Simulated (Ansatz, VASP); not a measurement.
GaN: VASP beside Ansatz

File POSCAR:

```
GaN
1.0
    0.0000000000      2.2500000000      2.2500000000
    2.2500000000      0.0000000000      2.2500000000
    2.2500000000      2.2500000000      0.0000000000
Ga N
1 1
Direct
    0.0000000000      0.0000000000      0.0000000000
    0.2500000000      0.2500000000      0.2500000000
```

Contents of INCAR.step1:

```
SYSTEM = GaN
PREC = Accurate ; ENCUT = 600
ISMEAR = 0 ; SIGMA = 0.02
LREAL = .FALSE. ; LASPH = .TRUE.
NELM = 100 ; GGA = PE
ALGO = Normal ; EDIFF = 1E-4
LWAVE = .TRUE. ; LCHARG = .FALSE.
```

INCAR.step2

```
SYSTEM = GaN
PREC = Accurate ; ENCUT = 600
EDIFF = 1E-6 ; ISMEAR = 0
SIGMA = 0.02 ; LREAL = .FALSE.
LASPH = .TRUE. ; NELM = 100
ALGO = Normal ; ISIF = 3
LWAVE = .FALSE. ; LCHARG = .FALSE.
METAGGA = R2SCAN ; LMIXTAU = .TRUE.
LUSE_VDW = .TRUE. ; IVDW_NL = 2
BPARAM = 11.95 ; CPARAM = 0.0093
IBRION = 2 ; NSW = 100
EDIFFG = -0.002 ; ISTART = 1
```

Contents of KPOINTS:

```
Automatic mesh
0
G
  10 10 10
  0 0 0
```

Input for Ansatz:

```yaml
crystal:
  lattice:
    - [0.0, 2.25, 2.25]
    - [2.25, 0.0, 2.25]
    - [2.25, 2.25, 0.0]
  atoms:
    - { symbol: Ga, position: [0.0, 0.0, 0.0] }
    - { symbol: "N", position: [0.25, 0.25, 0.25] }
basis:
  ecutwfc: 500
kpoints:
  mp_grid: { grid: [10, 10, 10] }
hamiltonian:
  xc: r2scan
  dispersion: rvv10
  pseudopotentials: { kind: paw, azcp: { folder: soft_1 } }
scf:
  occupations: { method: gaussian, width: 0.02 }
output:
  forces: true
  stress: true
  eigenvalues: true
relax:
  adjacent_minimum: "off"
  f_tol: 0.002
  max_steps: 80
  cell: { stress_tol: 0.02 }
```

The cell was built by a generator and needn't be a form met in nature.

Alike in both runs: task relaxation of cell and atoms; functional r2SCAN; dispersion rVV10; k mesh 10 × 10 × 10; occupations gaussian, width 0.02 eV; no spin polarisation.

```csv
,VASP,Ansatz
version,VASP 6.6.1,Ansatz 0.2.0
potentials or method,"VASP PAW PBE potentials, release 64 (Ga_d, N)","scalar-relativistic, plane waves, PAW"
plane-wave cutoff (eV),600,500
valence electrons in the cell,18,18
```

|  | VASP | Ansatz | Ansatz less VASP |
| --- | --- | --- | --- |
| gap on the k mesh at the Fermi level, each at its own relaxed structure (eV) | 2.13 | 2.17 | +0.041 |
| relaxed volume (Å³/atom) | 11.36 | 11.31 | -0.056 |
| relaxed cell length with the largest relative difference (Å) | 3.179 | 3.174 | -0.0052 |

Caveats: the PAW data sets were made with another functional, which shifts forces and pressure a little (VASP). r2SCAN opens gaps a little over a GGA but as a rule still falls short of measured ones.
